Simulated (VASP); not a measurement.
# Te2Mo (P6_3/mmc) in VASP: notebook

One crystal, Te2Mo, is run at these levels: PBE+D3(BJ); tasks: relaxation of cell and atoms.

Program: VASP 6.6.1. These are calculated values, not measurements. Logs are shortened: lines on timing, memory, paths and dates and some standing lists are left out, and cuts for length are marked.

## (1) The structure

Symmetry: P6_3/mmc, No. 194, hexagonal system. The conventional cell has a = 3.518 Å, b = 3.518 Å, c = 13.974 Å, α = 90.00°, β = 90.00°, γ = 120.00°. Around Te (site symmetry 3m) lie 3 Mo at 2.72 Å. Mo (site symmetry -6m2) has 6 Te at 2.72 Å as nearest neighbours.

## (2) Relaxation of cell and atoms, PBE+D3(BJ)

INCAR

```
PREC     = Accurate       # precision mode
ENCUT    = 600            # plane-wave cutoff, eV
EDIFF    = 1E-6           # SCF threshold, eV
ISMEAR   = 0              # smearing method
SIGMA    = 0.03           # smearing width, eV
LREAL    = False          # projectors in reciprocal space
LASPH    = True           # aspherical terms in the spheres
NELM     = 80             # most SCF steps
ALGO     = Normal         # electronic algorithm
ISIF     = 3              # what is computed and relaxed
LWAVE    = False          # write WAVECAR
LCHARG   = False          # write CHGCAR
GGA      = PE             # functional
IVDW     = 12             # dispersion correction
IBRION   = 2              # ionic algorithm
NSW      = 90             # ionic steps
EDIFFG   = -0.01          # ionic threshold
KPAR     = 4
```

KPOINTS

```
Automatic mesh
0
Gamma
  9 9 2
```

POSCAR

```
Te2Mo
1.0
    3.5182000000      0.0000000000      0.0000000000
   -1.7591000000      3.0468505800      0.0000000000
    0.0000000000      0.0000000000     13.9736000000
Te Mo
4 2
Direct
    0.3333333300      0.6666666700      0.6210000000
    0.6666666700      0.3333333300      0.1210000000
    0.3333333300      0.6666666700      0.8790000000
    0.6666666700      0.3333333300      0.3790000000
    0.3333333300      0.6666666700      0.2500000000
    0.6666666700      0.3333333300      0.7500000000
```

Potentials or basis: VASP PAW PBE potentials, release 64 (Te, Mo_sv).

On the command line:

```sh
$ cat potpaw_PBE.64/Te/POTCAR potpaw_PBE.64/Mo_sv/POTCAR > POTCAR
$ mpirun -np 4 vasp_std > vasp.out
```

OUTCAR:

```text
PREC = Accurate
   ENCUT = 600
   EDIFF = 1E-6
   ISMEAR = 0
   LREAL = False
   LASPH = True
   NELM = 80
   ISIF = 3
   GGA = PE
   IVDW = 12
   IBRION = 2
   NSW = 90
   EDIFFG = -0.01
 IVDW          = 12

 ion  position               nearest neighbor table
   1  0.333  0.667  0.621-   6 2.72   6 2.72   6 2.72   3 3.61
   2  0.667  0.333  0.121-   5 2.72   5 2.72   5 2.72   4 3.61
   3  0.333  0.667  0.879-   6 2.72   6 2.72   6 2.72   1 3.61
   4  0.667  0.333  0.379-   5 2.72   5 2.72   5 2.72   2 3.61
   5  0.333  0.667  0.250-   2 2.72   4 2.72   2 2.72   4 2.72   2 2.72   4 2.72
   6  0.667  0.333  0.750-   1 2.72   3 2.72   1 2.72   3 2.72   1 2.72   3 2.72

  LATTYP: Found a hexagonal cell.
 ALAT       =     3.5182000000
 C/A-ratio  =     3.9718037633

  Lattice vectors:

 A1 = (   3.5182000000,   0.0000000000,   0.0000000000)
 A2 = (  -1.7591000000,   3.0468505800,   0.0000000000)
 A3 = (   0.0000000000,   0.0000000000,  13.9736000000)

Analysis of symmetry for initial positions (statically):
=====================================================================
 Subroutine PRICEL returns:
 Original cell was already a primitive cell.

 Routine SETGRP: Setting up the symmetry group for a
 hexagonal supercell.

 Subroutine GETGRP returns: Found 24 space group operations
 (whereof 12 operations were pure point group operations)
 out of a pool of 24 trial point group operations.

The static configuration has the point symmetry D_3d.
 The point group associated with its full space group is D_6h.

Analysis of symmetry for dynamics (positions and initial velocities):
=====================================================================
 Subroutine PRICEL returns:
 Original cell was already a primitive cell.

 Routine SETGRP: Setting up the symmetry group for a
 hexagonal supercell.

 Subroutine GETGRP returns: Found 24 space group operations
 (whereof 12 operations were pure point group operations)
 out of a pool of 24 trial point group operations.

The dynamic configuration has the point symmetry D_3d.
 The point group associated with its full space group is D_6h.

 Subroutine INISYM returns: Found 24 space group operations
 (whereof 12 operations are pure point group operations),
 and found     1 'primitive' translations

----------------------------------------------------------------------------------------

                                     Primitive cell

  volume of cell :     149.7890

  direct lattice vectors                    reciprocal lattice vectors
     3.518200000  0.000000000  0.000000000     0.284236257  0.164103879  0.000000000
    -1.759100000  3.046850580  0.000000000     0.000000000  0.328207759  0.000000000
     0.000000000  0.000000000 13.973600000     0.000000000  0.000000000  0.071563520

  length of vectors
     3.518200000  3.518200004 13.973600000     0.328207759  0.328207759  0.071563520

  position of ions in fractional coordinates (direct lattice)
     0.333333330  0.666666670  0.621000000
     0.666666670  0.333333330  0.121000000
     0.333333330  0.666666670  0.879000000
     0.666666670  0.333333330  0.379000000
     0.333333330  0.666666670  0.250000000
     0.666666670  0.333333330  0.750000000

  ion indices of the primitive-cell ions
   primitive index   ion index
                 1           1
                 2           2
                 3           3
                 4           4
                 5           5
                 6           6

----------------------------------------------------------------------------------------

 KPOINTS: Automatic mesh

Automatic generation of k-mesh.
 Grid dimensions read from file:
 generate k-points for:    9    9    2

 Generating k-lattice:

  Cartesian coordinates                     Fractional coordinates (reciprocal lattice)
     0.031581806  0.018233764  0.000000000     0.111111111  0.000000000  0.000000000
     0.000000000  0.036467529  0.000000000     0.000000000  0.111111111  0.000000000
     0.000000000  0.000000000  0.035781760     0.000000000  0.000000000  0.500000000

[... 44 lines left out ...]
   ISYM   =      2    0-nonsym 1-usesym 2-fastsym
   POTIM  = 0.5000    time-step for ionic-motion
   TEBEG  =    0.0;   TEEND  =   0.0 temperature during run
   PSTRESS=    0.0 pullay stress
   NELECT =      52.0000    total number of electrons
   NUPDOWN=      -1.0000    fix difference up-down
   EMIN   =  10.00;   EMAX   =-10.00  energy-range for DOS
   EFERMI =   0.00;   METHOD = LEGACY
   ISMEAR =     0;   SIGMA  =   0.03  broadening in eV -4-tet -1-fermi 0-gaus
   EFERMI_NEDOS =   21; number of points for ismear=-14 and -15
   IALGO  =     38    algorithm
   IMIX   =      4    mixing-type and parameters
     AMIX     =   0.40;   BMIX     =  1.00
     AMIX_MAG =   1.60;   BMIX_MAG =  1.00
  volume/ion in A,a.u.               =      24.96       168.47
  Fermi-wavevector in a.u.,A,eV,Ry     =   1.150578  2.174277 18.011787  1.323829
  Thomas-Fermi vector in A             =   2.287241
   LORBIT       =      0    0 simple, 1 ext, 2 COOP (PROOUT), +10 PAW based schemes
   GGA     = PE    functional components
   LHFCALC =     F    Hartree Fock is set to
   AEXX    =    0.0000 exact exchange contribution
   IVDW    =    12    specifies the selected vdW correction
   LEPSILON=     F    determine dielectric tensor
   LRPA    =     F    only Hartree local field effects (RPA)
 conjugate gradient relaxation of ions
 non-spin polarized calculation
 Gauss-broadening in eV      SIGMA  =   0.03
  energy-cutoff  :      600.00
  volume of cell :      149.79
 maximum number of plane-waves:      5038
   NGX = 15   NGY = 15   NGZ = 55

--------------------------------------- Ionic step        1  -------------------------------------------

 number of electron      52.0000001 magnetization

 Free energy of the ion-electron system (eV)
  ---------------------------------------------------
  ext. energy  EPLUGINS =         0.00000000
  ---------------------------------------------------
  free energy    TOTEN  =       -35.98684791 eV

  energy without entropy =      -35.98684791  energy(sigma->0) =      -35.98684791

------------------------ aborting loop because EDIFF is reached ----------------------------------------

 Edisp (eV)   -3.21953

 E8    (eV) :    -1.4845

  FORCE on cell =-STRESS in cart. coord.  units (eV):
  Direction    XX          YY          ZZ          XY          YZ          ZX
  --------------------------------------------------------------------------------------
  -------------------------------------------------------------------------------------
  Total      -0.76868    -0.76868    -0.06012    -0.00000    -0.00000    -0.00000
  in kB      -8.22196    -8.22196    -0.64308    -0.00000    -0.00000    -0.00000
  external pressure =       -5.70 kB  Pullay stress =        0.00 kB
[... 109 lines left out ...]
  FREE ENERGIE OF THE ION-ELECTRON SYSTEM (eV)
  ---------------------------------------------------
  free  energy   TOTEN  =       -39.2170368464 eV

  energy  without entropy=      -39.2170368464  energy(sigma->0) =      -39.21703685

[... ionic steps 4 to 8 ...]

--------------------------------------- Ionic step        9  -------------------------------------------

 number of electron      51.9999998 magnetization

------------------------ aborting loop because EDIFF is reached ----------------------------------------

 Edisp (eV)   -3.32709

 E8    (eV) :    -1.5330
[... 77 lines left out ...]
  energy  without entropy=      -39.2316935880  energy(sigma->0) =      -39.23169359

--------------------------------------- Ionic step       11  -------------------------------------------

 number of electron      51.9999998 magnetization

 Free energy of the ion-electron system (eV)
  ---------------------------------------------------
  ext. energy  EPLUGINS =         0.00000000
  ---------------------------------------------------
  free energy    TOTEN  =       -35.90508241 eV

  energy without entropy =      -35.90508241  energy(sigma->0) =      -35.90508241

 E-fermi :   8.8495     XC(G=0): -10.6463

 val. band max:        8.6430272449   @ k =   0.0000   0.0000   0.0000
 cond. band min:       9.3082773588   @ k =   0.2222   0.2222   0.0000
 fundamental gap:      0.6652501140
 Fermi energy:         8.8494718922

 k-point     1 :       0.0000    0.0000    0.0000
  band No.  band energies     occupation
      1     -52.2105      2.00000
      2     -52.2105      2.00000
      3     -26.3886      2.00000
      4     -26.3885      2.00000
      5     -26.2465      2.00000
      6     -26.2465      2.00000
[... 842 lines left out ...]
  FREE ENERGIE OF THE ION-ELECTRON SYSTEM (eV)
  ---------------------------------------------------
  free  energy   TOTEN  =       -39.2317474324 eV

  energy  without entropy=      -39.2317474324  energy(sigma->0) =      -39.23174743

 reached required accuracy - stopping structural energy minimisation
```

Wall time 3.6 min (4 MPI ranks of Intel Xeon 6975P-C (Granite Rapids), shared host); peak memory 0.37 GiB.

What came out:

```yaml
Free_energy: -39.2317 eV
Relaxed_volume: 24.15 Å³/atom
Relaxed_cell: a = 3.496 Å, b = 3.496 Å, c = 13.695 Å, α = 90.00°, β = 90.00°, γ = 120.00°
Space_group_after_relaxing_to_0.05_Å: P6_3/mmc (No. 194)
Energy_gained_by_relaxing: 4.2 meV/atom
Ionic_steps: 11
Pressure_after_relaxing: 0.0 GPa
Band_gap_on_the_k_mesh: 0.67 eV, indirect (least direct gap 1.03 eV)
Dispersion_energy_per_atom: -0.554 eV
```

Forces on the atoms (eV/Å):
```
Te   0.000  0.000 -0.003
Te   0.000  0.000 -0.003
Te   0.000  0.000  0.003
Te   0.000  0.000  0.003
Mo   0.000  0.000  0.000
Mo   0.000  0.000  0.000
```

Step by step:
```csv
step,energy change (eV),largest force (eV/Å),pressure (GPa),volume (Å³)
1,0.0000,0.1801,-0.57,149.79
2,-0.0099,0.1782,0.16,147.87
3,-0.0107,0.1781,0.42,147.15
4,-0.0138,0.0444,-0.52,147.26
5,-0.0143,0.0147,-0.27,147.23
6,-0.0201,0.0146,-0.19,146.48
7,-0.0252,0.0122,-0.01,145.13
8,-0.0254,0.0108,0.04,144.86
9,-0.0254,0.0111,0.03,144.91
10,-0.0253,0.0169,-0.11,144.97
11,-0.0254,0.0027,-0.01,144.93
```

Final structure:
```xyz
6
Lattice="3.4957 0.0000 0.0000 -1.7478 3.0274 0.0000 0.0000 0.0000 13.6949" Properties=species:S:1:pos:R:3 pbc="T T T"
Te    0.0000    2.0182    8.4531
Te    1.7478    1.0091    1.6056
Te    0.0000    2.0182   12.0892
Te    1.7478    1.0091    5.2418
Mo    0.0000    2.0182    3.4237
Mo    1.7478    1.0091   10.2711
```

Caveat: spin-orbit coupling is left out, which moves the levels of the heavy elements; an odd mesh through Γ misses points on the zone boundary, where band edges often lie.

(Part 1 of 2 ends here.)
